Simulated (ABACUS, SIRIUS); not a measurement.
## Zn: programs and potentials compared

```xyz
2
Lattice="2.6700 0.0000 0.0000 -1.3350 2.3123 0.0000 0.0000 0.0000 4.9660" Properties=species:S:1:pos:R:3 pbc="T T T"
Zn    1.3350    0.7708    3.7245
Zn    0.0000    1.5415    1.2415
```

Alike in all runs: task single point; functional PBE; k mesh 9 × 9 × 5; occupations fermi-dirac, width 0.05 eV; no spin polarisation; no spin-orbit coupling. Pressure is positive in compression and, in plane waves, holds the error of the finite cutoff.

```json
{"program and potentials": "SIRIUS, JTH 2.0 PBE (PAW)", "plane-wave cutoff (eV)": "557", "notes": "12 valence electrons an atom on average", "pressure (GPa)": "-1.24"}
{"program and potentials": "ABACUS, SG15 ONCV 1.2 PBE, plane waves", "plane-wave cutoff (eV)": "1143", "notes": "20 valence electrons an atom on average", "pressure (GPa)": "-0.70"}
{"program and potentials": "SIRIUS, GBRV 1.5 PBE (ultrasoft)", "plane-wave cutoff (eV)": "557", "notes": "20 valence electrons an atom on average", "pressure (GPa)": "-0.51"}
{"program and potentials": "SIRIUS, in-house norm-conserving set, PBE (scalar relativistic)", "plane-wave cutoff (eV)": "1152", "notes": "20 valence electrons an atom on average", "pressure (GPa)": "-0.62"}
{"program and potentials": "SIRIUS, SSSP 1.3.0 PBE efficiency", "plane-wave cutoff (eV)": "828", "notes": "20 valence electrons an atom on average", "pressure (GPa)": "-0.50"}
{"program and potentials": "SIRIUS, PseudoDojo 0.4 PBE stringent (scalar relativistic)", "plane-wave cutoff (eV)": "1152", "notes": "20 valence electrons an atom on average", "pressure (GPa)": "-0.69"}
```

The pressure spans -1.24 (SIRIUS, JTH 2.0 PBE (PAW)) to -0.50 GPa (SIRIUS, SSSP 1.3.0 PBE efficiency).

The functional is the same throughout but for its coding, so the spread measures potentials, basis and numerics; runs on potential files found faulty are left out.

Every potential puts the cell under slight tension, so each would lower its energy by a small contraction. The five sets with 20 valence electrons agree closely, from -0.70 to -0.50 GPa, while the 12-electron JTH set stands apart at -1.24 GPa. The smaller valence keeps only the filled d shell and the outer s pair, and freezes the s and p electrons of the shell that holds the d electrons. These occupy much the same region of space as the d shell, so the offset may come from their missing relaxation, or equally from the PAW dataset and its cutoff convergence.

The comparison therefore supports a consistent pressure among the larger-valence sets, but doesn't isolate a semicore effect. Zinc's elongated hexagonal structure binds more weakly between the basal planes than within them, which makes it much softer along the c axis. A single mean pressure can hide opposing stresses along the two directions, so agreement here doesn't establish that the potentials would give the same axial ratio.
